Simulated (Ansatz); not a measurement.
This is a relaxation of cell and atoms with Ansatz on Cu2O (started from an entry of an open crystallographic database); the level of theory is PBEsol. It starts from the PBE minimum.

The input:
```yaml
crystal:
  lattice:
    - [4.2984527194, 0.0, 0.0]
    - [0.0, 4.2984527194, 0.0]
    - [0.0, 0.0, 4.2984527194]
  atoms:
    - { symbol: Cu, position: [0.25, 0.25, 0.25] }
    - { symbol: Cu, position: [0.25, 0.75, 0.75] }
    - { symbol: Cu, position: [0.75, 0.75, 0.25] }
    - { symbol: Cu, position: [0.75, 0.25, 0.75] }
    - { symbol: O, position: [0.0, 0.0, 0.0] }
    - { symbol: O, position: [0.5, 0.5, 0.5] }
kpoints:
  mp_grid: { grid: [6, 6, 6] }
hamiltonian:
  xc: pbesol
scf:
  occupations: { method: fermi_dirac, width: 0.02 }
relax:
  f_tol: 0.005
  cell: {}
```

Run as `ansatz run input.yaml --threads 4 --pin off --max-ram 7372MiB --backend cpu --events-out ev --progress --plain --runs-dir out`. Wall time 6.6 s on 4 threads of Arm Neoverse V2, with other jobs on the host; peak host memory 0.43 GiB.

Abridged output:
```
Functional definition: PBEsol
Crystal: 6 atoms, lattice volume = 79.421 Å³
Basis set: ecut = 420 eV, 1551 PW (Γ)
Bands: 53, of which v1, the nominal top of the filled ones, is band 44 counted from 1 (43 counted from 0)
Symmetry: 48 space group operations
Space group: Pn-3m (ITA 224)
k-points: 20 of 216
preconditioner: auto → Resta (q_TF=auto, 2.775 Å⁻¹)  ε∞=11.3  [insulator: Δε(μ)=0.433 eV  σ=0.020 eV  ℏωp=31.2 eV]
relax step 1: F+E_penalty+E_count = -27473.86039379 eV  P = -6.159 GPa  Ω = 79.421 Å³
relax step 2: F+E_penalty+E_count = -27473.92494633 eV  P = -3.345 GPa  Ω = 77.430 Å³
relax step 3: F+E_penalty+E_count = -27473.95248450 eV  P = +0.348 GPa  Ω = 75.189 Å³
relax step 4: F+E_penalty+E_count = -27473.95217751 eV  P = +0.000 GPa  Ω = 75.385 Å³
relax step 5: F+E_penalty+E_count = -27473.94397125 eV  P = -0.159 GPa  Ω = 75.385 Å³  (SCF on a basis re-selected at this cell)
relax step 6: F+E_penalty+E_count = -27473.94424479 eV  P = -0.001 GPa  Ω = 75.295 Å³
relax step 7: F+E_penalty+E_count = -27473.94397377 eV  P = -0.004 GPa  Ω = 75.295 Å³  (SCF on a basis re-selected at this cell)
Free energy (F): -27473.943974 eV
Fermi energy:    11.586923 eV
--- Per-component energies (eV) ---
  E_band       = -1807.863678
  E_kinetic    = 1545.058662
  E_local      = -19548.325012
  E_nonlocal   = 1683.034998
  E_hartree    = 8521.449247
  E_xc         = -494.743229
  E_vxc        = -639.265930
  E_paw        = -6822.809002
  E_vpaw       = -1891.270516
  E_ewald      = -12358.510734
  E_core_change = 0.895385
--- Forces (eV/Å), atoms counted from 1 ---
  atom   1  Cu      0.00000      0.00000      0.00000
  atom   2  Cu      0.00000      0.00000      0.00000
  atom   3  Cu      0.00000      0.00000      0.00000
  atom   4  Cu      0.00000      0.00000      0.00000
  atom   5  O       0.00000      0.00000      0.00000
  atom   6  O       0.00000      0.00000      0.00000
--- Stress (GPa, compression-positive) ---
       -0.003934       0.000000       0.000000
        0.000000      -0.003934       0.000000
        0.000000       0.000000      -0.003934
  P = ⅓ Tr σ = -0.0039 GPa (-0.039 kbar)
--- Relaxed structure (5 steps of the walk, 5 accepted, 2 SCFs on fresh bases) ---
  F+E_penalty+E_count = -27473.94397377 eV
  cell:  # Å, volume = 75.2950 Å³
    - [4.222685, 0.000000, 0.000000]
    - [0.000000, 4.222685, 0.000000]
    - [0.000000, 0.000000, 4.222685]
  atoms:
    - { symbol: Cu, position: [0.250000, 0.250000, 0.250000] }
    - { symbol: Cu, position: [0.250000, 0.750000, 0.750000] }
    - { symbol: Cu, position: [0.750000, 0.750000, 0.250000] }
    - { symbol: Cu, position: [0.750000, 0.250000, 0.750000] }
    - { symbol: O, position: [0.000000, 0.000000, 0.000000] }
    - { symbol: O, position: [0.500000, 0.500000, 0.500000] }
```

The walk took 5 steps and changed the volume by -5.2 %. The last SCF, on a fresh basis, lies 13.9 meV an atom below the first. At the end: the symmetry is Pn-3m (No. 224, cubic); conventional cell a = 4.223 Å, 12.55 Å³ an atom. Around Cu lie 2 O at 1.83 Å; around O lie 4 Cu at 1.83 Å.

Calculated for a static, non-magnetic cell.
